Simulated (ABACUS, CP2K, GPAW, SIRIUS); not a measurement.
## Cost and result for the equilibrium volume of ZnSe

```
Se Zn
1.0
     0.00000    2.83380    2.83380
     2.83380    0.00000    2.83380
     2.83380    2.83380    0.00000
Se Zn
1 1
Cartesian
  4.2507 4.2507 4.2507
  0.0000 0.0000 0.0000
```

| rung | level | program and potentials | cutoff (eV) | k mesh | smearing | core time | chip | equilibrium volume (Å³/atom) | miss | notes |
| --- | --- | --- | --- | --- | --- | --- | --- | --- | --- | --- |
| GGA | PBE | GPAW, GPAW PAW data sets (gpaw-data 1.2.1) | 600 | 7 × 7 × 7 | fermi-dirac 0.05 | 28 s | AMD EPYC 9R45 Zen 5 | 23.55 | +3.5 % | - |
| GGA | PW91 | GPAW, PAW data sets generated for this functional | 600 | 7 × 7 × 7 | fermi-dirac 0.05 | 61 s | Intel Xeon Platinum 8488C Sapphire Rapids | 23.42 | +2.9 % | - |
| GGA + dispersion | revPBE+D3(BJ) | GPAW, the program's PAW data sets (release 1.2.1) made for this functional | 600 | 7 × 7 × 7 | fermi-dirac 0.05 | 65 s | Intel Xeon Platinum 8488C Sapphire Rapids | 22.33 | -1.8 % | - |
| GGA + dispersion | revPBE+D4 | GPAW, the program's PAW data sets (release 1.2.1) made for this functional | 600 | 7 × 7 × 7 | fermi-dirac 0.05 | 65 s | Intel Xeon Platinum 8488C Sapphire Rapids | (a) | ? | - |
| GGA + dispersion | RPBE+D3(zero damping) | GPAW, the program's PAW data sets (release 1.2.1) made for this functional | 600 | 7 × 7 × 7 | fermi-dirac 0.05 | 74 s | Intel Xeon Platinum 8488C Sapphire Rapids | 22.93 | +0.8 % | - |
| GGA + dispersion | PBE+D3(BJ) | GPAW, GPAW PAW data sets (gpaw-data 1.2.1) | 600 | 7 × 7 × 7 | fermi-dirac 0.05 | 1.9 min | Intel Xeon | 22.61 | -0.6 % | - |
| GGA | PBE | SIRIUS, all-electron FP-LAPW, apw+lo standard | - | 8 × 8 × 8 | fermi-dirac 0.05 | 7 min | Arm Neoverse V1 | (b) | ? | - |
| GGA | PBEsol | ABACUS, PseudoDojo NC SR 0.4.1 PBEsol standard, plane waves | 1184 | 8 × 8 × 8 | fermi-dirac 0.05 | 8.4 min | AMD EPYC 7R43 Zen 3 | 22.33 | -1.8 % | - |
| GGA | PBEsol | CP2K, POTENTIAL_UZH Se GTH-PBE-q6, Zn GTH-PBE-q12; TZVP-MOLOPT-PBE-GTH basis | - | 8 × 8 × 8 | fermi-dirac 0.1 | 9 min | Intel Xeon Platinum 8259CL Skylake/Cascade Lake | 22.74 | -0.0 % | atomic basis; potentials made for PBE |

Times are single runs on shared hosts and different chips, so they are rough; meshes, cutoffs and the tasks' sizes weigh on the time. Task: equation of state. All rows: no spin polarisation. Smearing widths are in eV. Meshes differ between rows, which moves values too. Meshes are those of the run's cell of 2 atoms unless a note names another. Misses use the values as printed. Runs on faulty files, with rough fits or with known faults for this quantity aren't shown. No row holds spin-orbit coupling.

Measured: 22.75 Å³/atom (pmc:9320402, doi:10.3390/ma15145002). The runs are for a static lattice.

Estimate the values left out from the other rows.

(a) 22.52 Å³/atom, miss -1.0 %; (b) 23.54 Å³/atom, miss +3.5 %.
